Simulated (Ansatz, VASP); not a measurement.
This is a calculation of Ag for Ansatz 0.2.0.

File input.yaml:

```yaml
crystal:
  lattice:
    - [0.0, 2.0290398554, 2.0290398554]
    - [2.0290398554, 0.0, 2.0290398554]
    - [2.0290398554, 2.0290398554, 0.0]
  atoms:
    - { symbol: Ag, position: [0.0, 0.0, 0.0] }
hamiltonian:
  xc: { exchange: pbe, correlation: none }
  pseudopotentials: { kind: paw }
kpoints:
  mp_grid: { grid: [11, 11, 11] }
scf:
  occupations: { method: fermi_dirac, width: 0.05 }
output:
  forces: true
  stress: true
  eigenvalues: true
```

Potentials or basis: Ansatz PAW.

Run with:

```sh
$ ansatz run input.yaml --threads 2 --pin off --max-ram 5120MiB --backend cpu --events-out ev --progress --plain --runs-dir out
```

Set up the same calculation for VASP 6.6.1. Potentials there: VASP PAW PBE potentials, release 64 (Ag).

As run (the cutoff follows the program's own potentials):

The input INCAR:

```
SYSTEM = Ag
AGGAC = 0.0 ; ALDAC = 0.0
ALGO = Fast ; EDIFF = 1E-6
ENCUT = 520 ; GGA = PE
ISIF = 2 ; ISMEAR = -1
LASPH = .True. ; LCHARG = .False.
LREAL = .False. ; LWAVE = .False.
NBANDS = 12 ; NELM = 80
PREC = Accurate ; SIGMA = 0.05
```

The input KPOINTS:

```
k-points
0
Gamma
  11 11 11
  0 0 0
```

Contents of POSCAR:

```
Ag
1.0
    0.0000000000      2.0290398554      2.0290398554
    2.0290398554      0.0000000000      2.0290398554
    2.0290398554      2.0290398554      0.0000000000
Ag
1
Direct
    0.0000000000      0.0000000000      0.0000000000
```

Potentials or basis: VASP PAW PBE potentials, release 64 (Ag).

Launch:

```sh
$ cat potpaw_PBE.64/Ag/POTCAR > POTCAR
$ mpirun -np 1 vasp_std > vasp.out
```

Both were run:

|  | VASP | Ansatz | Ansatz less VASP |
| --- | --- | --- | --- |
| gap on the k mesh at the Fermi level (eV) | none | none | - |
| pressure (GPa) | 26.2 | 26.5 | +0.26 |

A gap of «none» marks a metal or a gap that the smearing closes. The functional is the same, so the differences come from potentials, cutoffs and numerics. The two sets of potentials don't hold the same shells in valence.

Caveats: so large a pressure means that the cell lies far from this level's equilibrium, or that cutoff or potentials fall short (VASP); the PAW data sets come from PBE, with cores solved anew for the run's functional, which leaves a small shift of forces and pressure (Ansatz).
